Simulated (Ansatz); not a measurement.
A 2-atom cell of NaI started from a crystallographic database (r2SCAN geometry), in Ansatz:

```cif
data_structure
_symmetry_space_group_name_H-M 'P 1'
_symmetry_Int_Tables_number 1
_cell_length_a 4.5674
_cell_length_b 4.5674
_cell_length_c 4.5674
_cell_angle_alpha 60.000
_cell_angle_beta 60.000
_cell_angle_gamma 60.000
_cell_volume 67.37
loop_
_atom_site_label
_atom_site_type_symbol
_atom_site_fract_x
_atom_site_fract_y
_atom_site_fract_z
_atom_site_occupancy
Na1 Na 0.00000 0.00000 0.00000 1
I1 I 0.50000 0.50000 0.50000 1
```

G0W0@PBE with 253 empty bands, a screening cutoff of 140 eV and a 4×4×4 mesh (PAW, contour deformation) gives 5.638 eV over the mesh points, from a PBE gap of 3.659 eV; it sums over 266 bands with 259 plane waves in the screening and a wave cutoff of 420 eV. G0W0 values are finite-basis, finite-mesh values. (Simulation; spin polarisation is off.)

**Question.** Another run gave a Kohn-Sham gap of 3.659 eV and a G0W0 gap of 5.677 eV, summing over 478 bands with 459 plane waves in the screening and a wave cutoff of 420 eV. What was changed?

**Answer.** Empty bands 465, screening cutoff 210 eV. The counts of bands and plane waves show that both rose or fell; the cutoff follows only within a few eV.

**Question.** Estimate the gap with starting point HSE06.

**Answer.** 6.155 eV (+0.517 eV), from a Kohn-Sham gap of 4.694 eV.

Spin-orbit coupling is left out, which matters wherever the heavy atoms make up the band edges.
